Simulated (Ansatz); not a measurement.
The cell below belongs to a search over invented structures; it isn't taken from experiment.

Input and command of a plane-wave DFT calculation in Ansatz:

```yaml
crystal:
  lattice:
    - [2.4263323596, 0.0, 0.0]
    - [0.0, 2.5760461012, 0.0]
    - [0.0, 0.0, 6.2643767012]
  atoms:
    - { symbol: C, position: [0.25, 0.0, 0.5785277334] }
    - { symbol: C, position: [0.75, 0.5, 0.0572531816] }
    - { symbol: C, position: [0.75, 0.0, 0.4214722666] }
    - { symbol: C, position: [0.25, 0.5, 0.9427468184] }
    - { symbol: C, position: [0.75, 0.5, 0.292495261] }
    - { symbol: C, position: [0.25, 0.5, 0.707504739] }
basis:
  ecutwfc: 420
kpoints:
  mp_grid: { grid: [16, 14, 6] }
hamiltonian:
  xc: pbe
scf:
  occupations: { method: gaussian, width: 0.1 }
output:
  forces: true
  stress: true
  eigenvalues: true
relax:
  adjacent_minimum: "off"
  f_tol: 0.01
  max_steps: 80
  cell: { stress_tol: 0.05 }
```

```bash
ansatz run input.yaml --threads 1 --pin off --max-ram 2560MiB --backend cpu --events-out ev --progress --plain --runs-dir out
```

Processor: Arm Neoverse N1, 1 thread, on a host shared with other jobs.

**Question.** How long does it run, and how much memory does it take?

**Answer.** About 110 s, peak memory 0.43 GiB. It solves 18 bands at 288 k points (after reduction by symmetry) with about 753 plane waves (on the last cell), in 32 SCF iterations over 5 ionic steps.
